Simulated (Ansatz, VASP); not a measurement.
## CuO in VASP and in Ansatz

Contents of INCAR:

```
  PREC = Accurate
  ENCUT = 520
  EDIFF = 1E-7
  ISMEAR = -1
  SIGMA = 0.05
  LREAL = F
  LASPH = T
  NELM = 60
  ALGO = Normal
  ISIF = 2
  LWAVE = F
  LCHARG = F
  GGA = PE
  NBANDS = 25
```

KPOINTS

```
regular mesh
0
Gamma
  10 10 5
```

The input POSCAR:

```
CuO
1.0
    0.1883312728     -2.1577088141     -2.0294313103
   -2.0061679202      0.1055817978     -1.9466818354
    2.3672052547      2.2704977238     -4.3599828031
Cu O
2 2
Direct
    0.4562322400      0.5306856300      0.4854117400
    0.9742842800      0.9858673900      0.0243612000
    0.8016626700      0.7447211200      0.7392802400
    0.2678208100      0.2387258700      0.2509468100
```

The input input.yaml:

```yaml
crystal:
  lattice:
    - [0.1883312728, -2.1577088141, -2.0294313103]
    - [-2.0061679202, 0.1055817978, -1.9466818354]
    - [2.3672052547, 2.2704977238, -4.3599828031]
  atoms:
    - { symbol: Cu, position: [0.45623224, 0.53068563, 0.48541174] }
    - { symbol: Cu, position: [0.97428428, 0.98586739, 0.0243612] }
    - { symbol: O, position: [0.80166267, 0.74472112, 0.73928024] }
    - { symbol: O, position: [0.26782081, 0.23872587, 0.25094681] }
hamiltonian:
  xc: pbe
  pseudopotentials: { kind: paw, source: jth }
kpoints:
  mp_grid: { grid: [10, 10, 5] }
scf:
  occupations: { method: fermi_dirac, width: 0.05 }
output:
  forces: true
  stress: true
  eigenvalues: true
```

Change from the starting cell: all atoms moved at random, sigma 0.1 Å a component, cell strained at random, sigma 0.1; volume scaled by 0.98.

Alike in both runs: task single point; functional PBE; k mesh 10 × 10 × 5; occupations fermi-dirac, width 0.05 eV; no spin polarisation.

|  | VASP | Ansatz |
| --- | --- | --- |
| version | VASP 6.6.1 | Ansatz 0.2.0 |
| potentials or method | VASP PAW PBE potentials, release 64 (Cu, O) | JTH PAW |
| plane-wave cutoff (eV) | 520 | 1380 |
| valence electrons in the cell | 34 | 50 |

VASP gave:

* gap on the k mesh at the Fermi level (eV): none
* pressure (GPa): -0.1
* largest component of the traceless stress (GPa): 7.85
* rms of the force components (eV/Å): 0.759

**Question.** Estimate Ansatz's values.

**Answer.** gap on the k mesh at the Fermi level (eV): none; pressure (GPa): -0.2; largest component of the traceless stress (GPa): 7.82; rms of the force components (eV/Å): 0.748.

Atom by atom the forces differ by 0.015 eV/Å (rms over components). A gap of «none» marks a metal or a gap that the smearing closes. With one functional, cell and mesh, what is left measures potentials, basis and numerics. The two sets of potentials don't hold the same shells in valence.

Caveats: the run has no spin polarisation, though such a crystal can be magnetic; semilocal functionals often make such compounds metallic where correlation or magnetic order opens a gap, which also shifts bond lengths; forces of over 1 eV/Å show positions far from the minimum, so gaps and moduli don't describe the material at rest.
